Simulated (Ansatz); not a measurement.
# 1T-IrSTe bilayer (AB) in a perpendicular field, part 3 of 3

What dipole does a perpendicular field induce in the 1T-IrSTe bilayer (AB)? A positive field points along +c.

Ansatz 0.2.0; plane-wave DFT, PBE-D3(BJ), Ansatz PAW.

So far. Step 7 (Single point, field -0.3 V/Å): The dipole is -0.245 e·Å, -0.200 e·Å from its value without field.

## (8) Response, atoms held

This step: plane-wave DFT, PBE-D3(BJ), Ansatz PAW; response to a field along the normal, atoms held (Ansatz 0.2.0).

The dipoles give the slope, and the difference of two potentials shows where the field is screened.

Numbers from this step:

| Property | Result |
| --- | --- |
| equivalent conductor thickness p/(ε₀AE) | 11.19 Å |
| distance between the outer atoms | 8.836 Å |

The dipole of the cell by applied field:

| applied field (V/Å) | dipole of the cell (e·Å) |
| --- | --- |
| -0.300 | -0.245 |
| -0.100 | -0.112 |
| 0.000 | -0.0454 |
| 0.100 | 0.0212 |
| 0.500 | 0.288 |

Local field over the applied field, running mean. From the potentials at -0.1 and 0.1 V/Å; running mean over 2.5 Å. Local field over applied field against z:

```
z (Å)  local field over applied field
    5                           0.991
    6                           0.936
    7                           0.716
    8                           0.369
    9                          0.0807
   10                         0.00179
   11                         0.00523
   12                          0.0131
   13                         0.00709
   14                         0.00318
   15                         0.00399
   16                         0.00927
   17                          0.0432
   18                           0.225
   19                           0.563
   20                           0.870
   21                           0.981
   22                           0.998
```

Electrons, planar mean, per unit field. Induced electron density against z:

```
z (Å)  induced electron density (e/Å³ per V/Å)
  4.5                                   1.5e-5
  5.0                                   4.3e-5
  5.5                                   1.2e-4
  6.0                                   3.2e-4
  6.5                                   8.0e-4
  7.0                                  0.00177
  7.5                                  0.00310
  8.0                                  0.00296
  8.5                                  0.00106
  9.0                                   8.6e-4
  9.5                                   4.8e-4
 10.0                                  -4.9e-4
 10.5                                  -2.8e-4
 11.0                                  -3.2e-5
 11.5                                   1.7e-4
 12.0                                  -4.3e-5
 12.5                                   1.4e-6
 13.0                                   2.2e-5
 13.5                                   8.7e-5
 14.0                                   7.6e-5
 14.5                                  -4.8e-5
 15.0                                  -1.2e-4
 15.5                                  -2.4e-5
 16.0                                   7.2e-5
 16.5                                  -2.2e-5
 17.0                                   1.0e-4
 17.5                                  -9.2e-4
 18.0                                  -7.7e-4
 18.5                                 -0.00316
 19.0                                 -0.00330
 19.5                                 -0.00170
 20.0                                  -6.7e-4
 20.5                                  -2.4e-4
 21.0                                  -8.2e-5
 21.5                                  -2.7e-5
 22.0                                  -8.8e-6
 22.5                                  -2.8e-6
```

By hand: between -0.1 and 0.1 V/Å the dipole changes by 0.1332 e·Å, a slope of 0.6658 e·Å²/V. A perfect conductor of thickness t has p = ε₀AEt, so t = 180.95 × 0.6658 / 10.769 = 11.19 Å (e/ε₀ = 180.95 V·Å, A in Å²).

The induced dipole is that of a conductor 11.19 Å thick.

## (9) The same run with other settings

This step: plane-wave DFT, PBE-D3(BJ), Ansatz PAW (Ansatz 0.2.0).

An input spoilt on purpose, to show how the run answers: it repeats the earlier run at 0.1 V/Å with efield.ramp_position from 0.9534 to 0.475, and scf.max_iter set to 50.

input.yaml reads:

```yaml
crystal:
  lattice:
    - [3.5263284582, 0.0, 0.0]
    - [-1.7631642291, 3.0538900269, 0.0]
    - [0.0, 0.0, 26.8355102849]
  atoms:
    - { symbol: Te, position: [0.6666666667, 0.3333333333, 0.3353765181] }
    - { symbol: Ir, position: [0.0, 0.0, 0.4036872929] }
    - { symbol: S, position: [0.3333333333, 0.6666666667, 0.4453325639] }
    - { symbol: Te, position: [0.0, 0.0, 0.5539470054] }
    - { symbol: Ir, position: [0.3333333333, 0.6666666667, 0.6232143074] }
    - { symbol: S, position: [0.6666666667, 0.3333333333, 0.6646234819] }
kpoints:
  mp_grid: { grid: [18, 18, 1] }
  band_path:
    path: [[0, 0, 0], [0.5, 0, 0], [0.33333333, 0.33333333, 0], [0, 0, 0]]
    npoints: 16
hamiltonian:
  xc: pbe
  dispersion: d3bj
scf:
  occupations: { method: fermi_dirac, width: 0.05 }
  convergence: { dr2_threshold: 1.0e-10 }
  max_iter: 50
efield:
  axis: 3
  dipole_correction: true
  ramp_position: 0.475
  ramp_width: 0.0809
  amplitude: 0.1
output:
  write_potential: true
  write_density: true
  volumetric_format: npy
```

The run is started by

```bash
ansatz run input.yaml --threads 4 --pin off --max-ram 6144MiB --backend cpu --events-out ev --progress --plain --runs-dir out
```

Numbers of over 12 decimals in the logs are rounded to 6 here.

The log of the run:

```text
Engine: ansatz 0.2.0, aarch64-unknown-linux-gnu
Pseudopotentials: kind: paw
Pseudopotential: Te, paw, valence charge 16, recommended cutoff 420 eV (normal), Te.paw.azcp
Pseudopotential: Ir, paw, valence charge 17, recommended cutoff 420 eV (normal), Ir.paw.azcp
Pseudopotential: S, paw, valence charge 6, recommended cutoff 420 eV (normal), S.paw.azcp
Functional definition: PBE
  parameter kappa = 0.804
  parameter beta = 0.066725
  exchange = pbe_x(kappa = kappa, mu = beta*pi^2/3)
  correlation = pbe_c(beta = beta)
Crystal: 6 atoms, lattice volume = 288.992 Å³
Basis set: ecut = 420 eV, 5591 PW (Γ)
Bands: 47, of which v1, the nominal top of the filled ones, is band 39 counted from 1 (38 counted from 0)
Symmetry: 6 space group operations
Space group: P3m1 (ITA 156), of the structure as read, at distance tolerance 6.6e-5 Å
k-points: 37 of 324 (time reversal used)
Non-local potential: Te, projectors of the file, l = 0: 2, l = 1: 2, l = 2: 2, l = 3: 2
Non-local potential: Ir, projectors of the file, l = 0: 3, l = 1: 2, l = 2: 2, l = 3: 1
Non-local potential: S, projectors of the file, l = 0: 2, l = 1: 2, l = 2: 2
PAW form: soft (Blöchl's): semilocal exchange-correlation on the pseudo side does not see the compensation charge
PAW one-centre angular grid: Te, 590 points (default); XC on 64 Gauss nodes
PAW one-centre angular grid: Ir, 590 points (default); XC on 64 Gauss nodes
PAW one-centre angular grid: S, 110 points (default); XC on 64 Gauss nodes
Initial density: superposition of atomic densities (neutral atoms: chi_scale 0, normalization atom, screened)
Initial wavefunctions: pseudopotential atomic-orbital guess
Functional: x = pbe(κ = 0.804, μ = 0.219515), c = pbe(β = 0.066725)
Error: efield: ion 3 (Te) at fractional coordinate 0.5539 along the field axis lies inside the sawtooth ramp with 2 of the planes that the density is read on at each end, [0.4639, 0.5670] — the ramp must sit in vacuum (an ion there feels the fictitious reversed slope); set or move the ramp (efield.ramp_position / ramp_width) or move the geometry
```

Run time: 0.32 s. Hardware: 4 threads of Arm Neoverse V1, shared host; peak memory 0.44 GiB.

The input was rejected at the start.

The program's message: “Error: efield: ion 3 (Te) at fractional coordinate 0.5539 along the field axis lies inside the sawtooth ramp with 2 of the planes that the density is read on at each end, [0.4639, 0.5670] — the ramp m …”

The fault put into the input: the ramp among the atoms.

## (10) A changed input

This step: plane-wave DFT, PBE-D3(BJ), Ansatz PAW, but for the change named below (Ansatz 0.2.0).

An input spoilt on purpose, to show how the run answers: it repeats the earlier run at 0.1 V/Å with magnetization.spin_polarized to yes please, and scf.max_iter set to 80.

input.yaml: that of step 9 with these lines changed.

```diff
@@ -23,3 +23,3 @@
   convergence: { dr2_threshold: 1.0e-10 }
-  max_iter: 50
+  max_iter: 80
 efield:
@@ -27,3 +27,3 @@
   dipole_correction: true
-  ramp_position: 0.475
+  ramp_position: 0.9534
   ramp_width: 0.0809
@@ -34 +34,3 @@
   volumetric_format: npy
+magnetization:
+  spin_polarized: "yes please"
```

The log of the run:

```text
Error: YAML parse error: error: line 36 column 19: invalid boolean (strict mode expects true/false)
  --> <input>:36:19
   |
34 |   volumetric_format: npy
35 | magnetization:
36 |   spin_polarized: "yes please"
   |                   ^ invalid boolean (strict mode expects true/false)
```

Elapsed: 0.02 s, on 4 threads; peak memory 0.023 GiB.

The input was rejected at the start.

The program's message: “Error: YAML parse error: error: line 36 column 19: invalid boolean (strict mode expects true/false)”

The fault put into the input: a value of the wrong type.

## (11) Outcome

- gap without field: none
- work function, upper face: 5.12 eV
- step between the vacuum levels: 0.762 eV
- equivalent conductor thickness, atoms held: 11.2 Å

What this shows: The induced dipole equals that of a perfect conductor 11.19 Å thick, while the outer atoms lie 8.84 Å apart. The two faces differ: the vacuum level above lies 0.76 eV higher than the one below. There is no gap over 0.03 eV, with or without the field. The first relaxation ran with spin and lost its moment, and the later runs have none; other magnetic states were not tried. Spin-orbit coupling is left out, which matters for the bands of elements this heavy.

[Logs are printed without paths, hosts, clocks, repeated set-up lines and the standing remarks that a program may print on its own settings, such as how far it seeks lower states.]

[Hosts, paths, dates, database ids (printed as entryN), source tags and the programs' standing remarks are cut or masked in the printed files.]

[Maps of the electrostatic potential energy from Ansatz leave out the sawtooth potential of an applied field or a dipole correction, so their vacuum need not be flat; planar profiles and work functions include it.]
